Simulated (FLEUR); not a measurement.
# GaN (Fm-3m) in FLEUR: a series of runs, part 2 of 2

FLEUR MaX-R8.1 (later development tree). Earlier steps stand in the parts before.

### Step 4. Equation of state, PBEsol, 9.35 Å³/atom (volume scaled by 0.96)

Changes to inp.xml since step 3:

```diff
@@ -24,3 +24,3 @@
       <xi:include xmlns:xi="http://www.w3.org/2001/XInclude" href="sym.xml"> </xi:include>
-      <bulkLattice scale="0.9795861087">
+      <bulkLattice scale="0.9864848297">
          <bravaisMatrix>
```

On the command line:

```console
$ inpgen -f crystal.txt -profile fastHighL
$ # inp.xml edited to the form shown
$ fleur_MPI
```

Run time: 27 s. Hardware: 1 thread of Arm Neoverse V1, shared host; peak memory 0.09 GiB.

Results (log left out):

```yaml
Free_energy: -54347.1597 eV
Band_gap_on_the_k_mesh: 0.73 eV, indirect (least direct gap 2.88 eV)
Valence_electrons_inside_the_program's_atomic_spheres: Ga 18.91; N 3.87 (radii Ga 2.05, N 1.57 bohr)
```

Caveat: an odd mesh through Γ misses points on the zone boundary, where band edges often lie.

### Step 5. Equation of state, PBEsol, 9.74 Å³/atom

Changes to inp.xml since step 4:

```diff
@@ -24,3 +24,3 @@
       <xi:include xmlns:xi="http://www.w3.org/2001/XInclude" href="sym.xml"> </xi:include>
-      <bulkLattice scale="0.9864848297">
+      <bulkLattice scale="1.0000000000">
          <bravaisMatrix>
```

On the command line:

```console
$ inpgen -f crystal.txt -profile fastHighL
$ # inp.xml edited to the form shown
$ fleur_MPI
```

Run time: 28 s. Hardware: 1 thread of Arm Neoverse V1, shared host; peak memory 0.09 GiB.

It converged, with:

| Quantity | Value |
| --- | --- |
| Free energy | -54347.1431 eV |
| Band gap on the k mesh | 0.48 eV, indirect (least direct gap 2.37 eV) |
| Valence electrons inside the program's atomic spheres | Ga 18.87; N 3.83 (radii Ga 2.05, N 1.57 bohr) |

Caveat: an odd mesh through Γ misses points on the zone boundary, where band edges often lie.

### Step 6. Equation of state, PBEsol, 10.12 Å³/atom (volume scaled by 1.04)

Changes to inp.xml since step 5:

```diff
@@ -24,3 +24,3 @@
       <xi:include xmlns:xi="http://www.w3.org/2001/XInclude" href="sym.xml"> </xi:include>
-      <bulkLattice scale="1.0000000000">
+      <bulkLattice scale="1.0131594038">
          <bravaisMatrix>
```

Potentials or basis: all-electron, FLAPW.

On the command line:

```console
$ inpgen -f crystal.txt -profile fastHighL
$ # inp.xml edited to the form shown
$ fleur_MPI
```

Wall time 30 s (1 thread of Arm Neoverse V1, shared host); peak memory 0.09 GiB.

Results (log left out):

* Free energy: -54347.0885 eV
* Band gap on the k mesh: 0.25 eV, indirect (least direct gap 1.91 eV)
* Valence electrons inside the program's atomic spheres: Ga 18.84; N 3.80 (radii Ga 2.05, N 1.57 bohr)

Caveat: an odd mesh through Γ misses points on the zone boundary, where band edges often lie.

### Step 7. Equation of state, PBEsol, 10.32 Å³/atom (volume scaled by 1.06)

Changes to inp.xml since step 6:

```diff
@@ -24,3 +24,3 @@
       <xi:include xmlns:xi="http://www.w3.org/2001/XInclude" href="sym.xml"> </xi:include>
-      <bulkLattice scale="1.0131594038">
+      <bulkLattice scale="1.0196128224">
          <bravaisMatrix>
```

On the command line:

```console
$ inpgen -f crystal.txt -profile fastHighL
$ # inp.xml edited to the form shown
$ fleur_MPI
```

Wall time 30 s (1 thread of Arm Neoverse V1, shared host); peak memory 0.09 GiB.

Results (log left out):

- Free energy: -54347.0496 eV
- Band gap on the k mesh: 0.14 eV, indirect (least direct gap 1.69 eV)
- Valence electrons inside the program's atomic spheres: Ga 18.82; N 3.78 (radii Ga 2.05, N 1.57 bohr)

Caveat: an odd mesh through Γ misses points on the zone boundary, where band edges often lie.

### Step 8. Equation of state, PBEsol

No new run: the results of the series are fitted here.

Results:

* Equilibrium volume: 9.39 Å³/atom
* Bulk modulus: 233 GPa
* Pressure derivative of the bulk modulus: 5.0 (rough: it moves with the points fitted)

Energy against volume, from the lowest point:
```
volume (Å³/atom)  energy (meV/atom)
           9.151               4.60
           9.346               0.00
           9.735               8.32
          10.124              35.62
          10.319              55.06
```

### Step 9. Band structure, PBEsol, spin-orbit coupling, no magnetisation

Changes to inp.xml since step 7:

```diff
@@ -6,3 +6,3 @@
    <calculationSetup>
-      <cutoffs Kmax="4.78" Gmax="14.8" GmaxXC="14.8" numbands="0"/>
+      <cutoffs Kmax="4.62" Gmax="14.3" GmaxXC="14.3" numbands="all"/>
       <scfLoop itmax="60" minDistance="0.00001" maxIterBroyd="15" imix="Anderson" alpha="0.05" precondParam="0.0" spinf="2.0" sdNocoIR="T"/>
@@ -11,3 +11,3 @@
       <magnetism jspins="1"/>
-      <soc l_soc="F" theta="0.0" phi="0.0" spav="F"/>
+      <soc l_soc="T" theta="0.0" phi="0.0" spav="F"/>
       <expertModes spex="0" secvar="F"/>
@@ -24,3 +24,3 @@
       <xi:include xmlns:xi="http://www.w3.org/2001/XInclude" href="sym.xml"> </xi:include>
-      <bulkLattice scale="1.0196128224">
+      <bulkLattice scale="1.0">
          <bravaisMatrix>
@@ -34,3 +34,3 @@
       <species name="Gallium (Ga)" element="Ga" atomicNumber="31">
-         <mtSphere radius="2.05" gridPoints="701" logIncrement="0.018"/>
+         <mtSphere radius="2.12" gridPoints="701" logIncrement="0.018"/>
          <atomicCutoffs lmax="8" lnonsphr="8"/>
@@ -51,3 +51,3 @@
       <species name="Nitrogen (N)" element="N" atomicNumber="7">
-         <mtSphere radius="1.57" gridPoints="537" logIncrement="0.02"/>
+         <mtSphere radius="1.62" gridPoints="537" logIncrement="0.02"/>
          <atomicCutoffs lmax="8" lnonsphr="8"/>
```

The input, crystal.txt:

```
GaN
&input cartesian=F /
0.0000000000  2.1352350000  2.1352350000
2.1352350000  0.0000000000  2.1352350000
2.1352350000  2.1352350000  0.0000000000
1.8897261246
1.0 1.0 1.0

2
31 0.0000000000  0.0000000000  0.0000000000
7 0.5000000000  0.5000000000  0.5000000000

&soc 0.0 0.0 /
&kpt div1=8 div2=8 div3=8 gamma=T /
```

Changes to inp.xml (bands) since step 2:

```diff
@@ -6,3 +6,3 @@
    <calculationSetup>
-      <cutoffs Kmax="4.62" Gmax="14.3" GmaxXC="14.3" numbands="0"/>
+      <cutoffs Kmax="4.62" Gmax="14.3" GmaxXC="14.3" numbands="all"/>
       <scfLoop itmax="60" minDistance="0.00001" maxIterBroyd="15" imix="Anderson" alpha="0.05" precondParam="0.0" spinf="2.0" sdNocoIR="T"/>
@@ -11,3 +11,3 @@
       <magnetism jspins="1"/>
-      <soc l_soc="F" theta="0.0" phi="0.0" spav="F"/>
+      <soc l_soc="T" theta="0.0" phi="0.0" spav="F"/>
       <expertModes spex="0" secvar="F"/>
```

Potentials or basis: all-electron, FLAPW.

On the command line:

```console
$ inpgen -f crystal.txt -profile fastHighL
$ # inp.xml edited to the form shown
$ fleur_MPI
$ fleur_MPI   # second run, on inp.xml (bands)
```

Log:

```text
Welcome to FLEUR        (www.flapw.de)
      MaX-Release 8.1          (www.max-centre.eu)

 ========== k-point set info ==========
 Selected k-point list: default-1
 k-point list type: mesh
 8 x 8 x 8
 Number of k points: 78

 ------------Calculation Setup---------------------------
 Number of MPI-tasks      :            1
 Number of PE/node        :            1
 Number of OMP-threads    :            1
 Most efficient MPI parallelization for:
           1           2           3           6          13          26          39          78
 Additional eigenvalue parallelization possible
 Number of basis functions:          313
 Approximate size of matrices (H+S) per k-point:         0.001 GB
 --------------------------------------------------------
 Iteration:     1   Distance:      24.52215445 me/bohr^3
 Iteration:     2   Distance:      21.02273347 me/bohr^3
 Iteration:     3   Distance:       7.98585705 me/bohr^3
 Iteration:     4   Distance:       4.14815197 me/bohr^3
 Iteration:     5   Distance:       3.27345946 me/bohr^3
 Iteration:     6   Distance:       0.35154977 me/bohr^3
 Iteration:     7   Distance:       0.39944279 me/bohr^3
 Iteration:     8   Distance:       0.04291871 me/bohr^3
 Iteration:     9   Distance:       0.02588605 me/bohr^3
 Iteration:    10   Distance:       0.00507521 me/bohr^3
 Iteration:    11   Distance:       0.00169393 me/bohr^3
 Iteration:    12   Distance:       0.00015524 me/bohr^3
 Iteration:    13   Distance:       0.00002357 me/bohr^3
 Iteration:    14   Distance:       0.00000845 me/bohr^3

 ********************************************************************
 Run finished successfully
 Stop message:
   all done
 ********************************************************************
```

output (bands):

```text
Welcome to FLEUR        (www.flapw.de)
      MaX-Release 8.1          (www.max-centre.eu)

 ========== k-point set info ==========
 Selected k-point list: path-1
 k-point list type: path
 Number of k points: 60

 ------------Calculation Setup---------------------------
 Number of MPI-tasks      :            1
 Number of PE/node        :            1
 Number of OMP-threads    :            1
 Most efficient MPI parallelization for:
           1           2           3           4           5           6          10          12          15          20          30          60
 Additional eigenvalue parallelization possible
 Number of basis functions:          313
 Approximate size of matrices (H+S) per k-point:         0.001 GB
 --------------------------------------------------------
 Fermi energy correction for metals:
 Fermi energy in bands.* files may not be consistent with last density.
 Please correct it manually (e.g. in band.gnu file).

 Note: Band structure data (together with different weights) is also stored in the banddos.hdf file.
       A convenient way of extracting and plotting the data from that file is by making use of the

 ********************************************************************
 Run finished successfully
 Stop message:
   Charge density postprocessing done.
 ********************************************************************
```

out.xml (last iteration):

```text
<iteration numberForCurrentRun="   14" overallNumber="   14">
         <energyParameters units="Htr">
            <atomicEP atomType="1" spin="1" branch="4s" branchLowest="-4.89" branchHighest="1.53" value="0.0661461357"/>
            <atomicEP atomType="1" spin="1" branch="4p" branchLowest="-3.08" branchHighest="2.23" value="0.2438761236"/>
            <atomicEP atomType="1" spin="1" branch="3d" branchLowest="-9.99" branchHighest="-0.11" value="-0.1636771511"/>
            <atomicEP atomType="1" spin="1" branch="4f" branchLowest="-9.99" branchHighest="4.01" value="0.5847248415"/>
            <loAtomicEP atomType="1" spin="1" branch="3s" branchLowest="-45.79" branchHighest="-4.89" value="-4.8908531869"/>
            <loAtomicEP atomType="1" spin="1" branch="3p" branchLowest="-39.80" branchHighest="-3.08" value="-3.0886349673"/>
            <loAtomicEP atomType="1" spin="1" branch="3p" branchLowest="-39.80" branchHighest="-3.08" value="-3.0886349673"/>
            <heloAtomicEP atomType="1" spin="1" branch="4d" branchLowest="2.55" branchHighest="2.55" value="2.5481749138"/>
            <heloAtomicEP atomType="1" spin="1" branch="4d" branchLowest="2.55" branchHighest="2.55" value="2.5481749138"/>
[... 476 lines left out ...]
            <FockExchangeEnergyCore value="0.0000000000"/>
            <atomTypeDependentContributions atomType="1">
               <electronNucleiInteractionDifferentMTs value="2334.3196190898"/>
               <MadelungTerm value="-18.0877797770"/>
            </atomTypeDependentContributions>
            <atomTypeDependentContributions atomType="2">
               <electronNucleiInteractionDifferentMTs value="62.9965108992"/>
               <MadelungTerm value="-3.2134294560"/>
            </atomTypeDependentContributions>
            <tkbTimesEntropy value="0.0000168954"/>
            <freeEnergy value="-1997.2228859178"/>
            <extrapolationTo0K value="-1997.2228774701"/>
         </totalEnergy>
         <densityConvergence units="me/bohr^3">
            <chargeDensity spin="1" distance="0.0000084481"/>
         </densityConvergence>
      </iteration>
```

Run time: 15 min. Hardware: 1 thread of Arm Neoverse V1, shared host; peak memory 0.31 GiB.

Results:

| Property | Result |
| --- | --- |
| Free energy | -54347.2034 eV |
| Band gap on the k mesh | 0.35 eV, indirect (least direct gap 2.36 eV) |
| Band gap along the path | 0.33 eV, indirect (least direct gap 2.36 eV) |
| Valence electrons inside the program's atomic spheres | Ga 19.05; N 3.99 (radii Ga 2.12, N 1.62 bohr) |

Levels at the corners of the path, in eV from the valence-band top:
```tsv
point	band 24	band 25	band 26	band 27	band 28	band 29
Γ	-0.47	-0.47	-0.47	1.88	1.88	14.29
X	-2.99	-2.94	-2.94	0.33	0.33	7.61
W	-5.21	-4.61	-4.61	4.85	4.85	9.51
K	-5.68	-2.07	-2.07	2.93	2.93	8.69
Γ	-0.47	-0.47	-0.47	1.88	1.88	14.29
L	-0.18	-0.18	-0.18	4.46	4.46	8.70
U	-5.68	-2.07	-2.07	2.93	2.93	8.69
W	-5.21	-4.61	-4.61	4.85	4.85	9.51
L	-0.18	-0.18	-0.18	4.46	4.46	8.70
K	-5.68	-2.07	-2.07	2.93	2.93	8.69
U	-5.68	-2.07	-2.07	2.93	2.93	8.69
X	-2.99	-2.94	-2.94	0.33	0.33	7.61
```

Core levels (eV from the Fermi level):
| atom | levels |
| --- | --- |
| 1 Ga | 1s1/2 -10213.4, 2s1/2 -1255.6, 2p1/2 -1111.2, 2p3/2 -1083.6 |
| 2 N | 1s1/2 -374.0 |

Expect the measured gap to be larger: semilocal functionals such as PBEsol lack the derivative discontinuity.

### Step 10. Overview

```tsv
task	spin	k mesh	gmax	muffin-tin radii	max iterations	mixing factor	mixer	kmax	gap on the mesh (eV)
band structure	off	11 × 11 × 11	14.3 1/bohr	Ga 2.12, N 1.62 bohr	60	0.05	Anderson	4.62 1/bohr	0.48
equation of state	off	11 × 11 × 11	14.8 1/bohr	Ga 2.05, N 1.57 bohr	-	-	-	4.78 1/bohr	-
band structure	SOC, no magnetisation	8 × 8 × 8	14.3 1/bohr	Ga 2.12, N 1.62 bohr	60	0.05	Anderson	4.62 1/bohr	0.35
```

Alike in all rows: level PBEsol; potentials or basis all-electron, FLAPW; cell as given; smearing fermi-dirac 0.05 eV.

Caveats: the mesh misses the band edges, which the band path finds closer together (some runs).

Compare energies only between runs with the same functional and basis.
